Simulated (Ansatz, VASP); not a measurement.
# CoO: VASP beside Ansatz

INCAR

```
ALGO     = Normal         # electronic algorithm
EDIFF    = 1E-7           # SCF threshold, eV
ENCUT    = 520            # plane-wave cutoff, eV
GGA      = PS             # functional
ISIF     = 2              # what is computed and relaxed
ISMEAR   = -1             # smearing method
ISPIN    = 2              # spin polarisation
LASPH    = True           # aspherical terms in the spheres
LCHARG   = False          # write CHGCAR
LMAXMIX  = 4              # l up to which the mixer works
LORBIT   = 11             # projections on sites
LREAL    = False          # projectors in reciprocal space
LWAVE    = False          # write WAVECAR
MAGMOM   = 2 0            # initial moments
NBANDS   = 18             # bands
NELM     = 150            # most SCF steps
PREC     = Accurate       # precision mode
SIGMA    = 0.05           # smearing width, eV
```

Contents of KPOINTS:

```
k-points
0
Gamma
  11 11 11
```

POSCAR

```
CoO
1.0
    1.4851228673      0.8574360872      2.4069508786
   -1.4851228673      0.8574360872      2.4069508786
    0.0000000000     -1.7148721745      2.4069508786
Co O
1 1
Direct
    0.0000000000      0.0000000000      0.0000000000
    0.5000000000      0.5000000000      0.5000000000
```

The input input.yaml:

```yaml
crystal:
  lattice:
    - [1.4851228673, 0.8574360872, 2.4069508786]
    - [-1.4851228673, 0.8574360872, 2.4069508786]
    - [0.0, -1.7148721745, 2.4069508786]
  atoms:
    - { symbol: Co, position: [0.0, 0.0, 0.0], spin: 2.0 }
    - { symbol: O, position: [0.5, 0.5, 0.5] }
kpoints:
  mp_grid: { grid: [11, 11, 11] }
scf:
  occupations: { method: fermi_dirac, width: 0.05 }
hamiltonian:
  xc: pbesol
  pseudopotentials: { kind: all_electron, lapw: { basis_error: 0.001 } }
magnetization:
  spin_polarized: true
output:
  forces: true
  stress: true
  eigenvalues: true
```

Change from the starting cell: volume scaled by 0.96.

Alike in both runs: task single point; functional PBEsol; k mesh 11 × 11 × 11; occupations fermi-dirac, width 0.05 eV; collinear spin.

|  | VASP | Ansatz |
| --- | --- | --- |
| version | VASP 6.6.1 | Ansatz 0.2.0 |
| potentials or method | VASP PAW PBE potentials, release 64 (Co, O) | all-electron LAPW, scalar-relativistic |
| plane-wave cutoff (eV) | 520 | see its input |

VASP gave:

| Property | Result |
| --- | --- |
| gap on the k mesh at the Fermi level (eV) | none |
| pressure (GPa) | -3.0 |
| largest component of the traceless stress (GPa) | 0.32 |
| net moment per atom (μB) | 1.41 |
| size of the moment on the site where the two differ most (μB) | 2.47 |

**Question.** What did Ansatz give for the same quantities?

**Answer.** gap on the k mesh at the Fermi level (eV): none; pressure (GPa): -2.5; largest component of the traceless stress (GPa): 0.35; net moment per atom (μB): 1.42; size of the moment on the site where the two differ most (μB): 2.50.

Site moments also hang on the region over which each program counts them. A gap of «none» marks a metal or a gap that the smearing closes. Ansatz ran all-electron here, so the differences hold the error of VASP's frozen core and of both bases.

Caveats: a cell with one magnetic atom can't hold antiferromagnetic order, which such compounds often take; semilocal functionals often make such compounds metallic where correlation or magnetic order opens a gap, which also shifts bond lengths; the PAW data sets were made with another functional, which shifts forces and pressure a little (VASP).
